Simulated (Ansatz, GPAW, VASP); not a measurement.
## One calculation of Si, 3 ways

```xyz
2
Lattice="0.0000 2.7219 2.7219 2.7219 0.0000 2.7219 2.7219 2.7219 0.0000" Properties=species:S:1:pos:R:3 pbc="T T T"
Si    2.7219    2.7219    2.7219
Si    4.0828    4.0828    4.0828
```

Alike in all runs: task single point; functional PBE; k mesh 8 × 8 × 8; occupations gaussian, width 0.017 eV; no spin polarisation; no spin-orbit coupling. Pressure is positive in compression and, in plane waves, holds the error of the finite cutoff.

```tsv
program and potentials	plane-wave cutoff (eV)	notes	band gap (eV)	pressure (GPa)
VASP, PBE PAW files Si, 520 eV	520	-	0.63	1.27
Ansatz, all-electron LAPW, scalar-relativistic	-	-	?	?
GPAW, GPAW PAW data sets (gpaw-data 1.2.1)	600	-	0.62	1.61
```

Q: Estimate from the other rows what the run with Ansatz, all-electron LAPW, scalar-relativistic gave.

A: Band gap 0.63 eV; pressure 1.31 GPa. The other rows, which needn't bracket it: band gap 0.62 to 0.63; pressure 1.27 to 1.61.
